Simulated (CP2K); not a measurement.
The system is GaAs.

```
As Ga
1.0
     3.99777    0.00000    0.00000
     1.99888    3.46217    0.00000
     1.99888    1.15406    3.26417
As Ga
1 1
Direct
  0.75000 0.75000 0.75000
  0.00000 0.00000 0.00000
```

Base run:

```yaml
Program: CP2K 2026.2
Functional: PBE
Potentials_or_basis: POTENTIAL_UZH As GTH-PBE0-q5, Ga GTH-PBE0-q13; DZVP-MOLOPT-SR-GTH basis
Density_cutoff: 6123 eV
k_mesh: 8 × 8 × 8
Occupations: fermi-dirac, width 0.05 eV
Spin: no spin polarisation
```

Its results: band gap on the k mesh 0.63 eV, direct; pressure 4.8 GPa.

Question: After a change of settings the same cell gave: band gap on the k mesh 0.66 eV, direct; pressure 3.0 GPa. Which change was it?
A. potentials or basis from POTENTIAL_UZH As GTH-PBE0-q5, Ga GTH-PBE0-q13; DZVP-MOLOPT-SR-GTH basis to POTENTIAL_UZH As GTH-SCAN-q5, Ga GTH-SCAN-q13; DZVP-MOLOPT-SR-GTH basis; potentials from As GTH-PBE0-q5 of POTENTIAL_UZH, Ga GTH-PBE0-q13 of POTENTIAL_UZH to As GTH-SCAN-q5 of POTENTIAL_UZH, Ga GTH-SCAN-q13 of POTENTIAL_UZH
B. potentials or basis from POTENTIAL_UZH As GTH-PBE0-q5, Ga GTH-PBE0-q13; DZVP-MOLOPT-SR-GTH basis to GTH_POTENTIALS As GTH-PBE-q5, Ga GTH-PBE-q13; DZVP-MOLOPT-SR-GTH basis; potentials from As GTH-PBE0-q5 of POTENTIAL_UZH, Ga GTH-PBE0-q13 of POTENTIAL_UZH to As GTH-PBE-q5 of GTH_POTENTIALS, Ga GTH-PBE-q13 of GTH_POTENTIALS
C. potentials or basis from POTENTIAL_UZH As GTH-PBE0-q5, Ga GTH-PBE0-q13; DZVP-MOLOPT-SR-GTH basis to GTH_POTENTIALS As GTH-PADE-q5, Ga GTH-PADE-q13; DZVP-MOLOPT-SR-GTH basis; potentials from As GTH-PBE0-q5 of POTENTIAL_UZH, Ga GTH-PBE0-q13 of POTENTIAL_UZH to As GTH-PADE-q5 of GTH_POTENTIALS, Ga GTH-PADE-q13 of GTH_POTENTIALS
D. potentials or basis from POTENTIAL_UZH As GTH-PBE0-q5, Ga GTH-PBE0-q13; DZVP-MOLOPT-SR-GTH basis to GTH_POTENTIALS As GTH-BLYP-q5, Ga GTH-BLYP-q13; DZVP-MOLOPT-SR-GTH basis; potentials from As GTH-PBE0-q5 of POTENTIAL_UZH, Ga GTH-PBE0-q13 of POTENTIAL_UZH to As GTH-BLYP-q5 of GTH_POTENTIALS, Ga GTH-BLYP-q13 of GTH_POTENTIALS

Answer: A.

Caveats: the basis of atomic orbitals isn't converged, which shifts pressures, moduli and gaps; the real-space grid breaks the cell's symmetry a little; the potentials were made for another functional, which shifts forces and pressure (some runs).
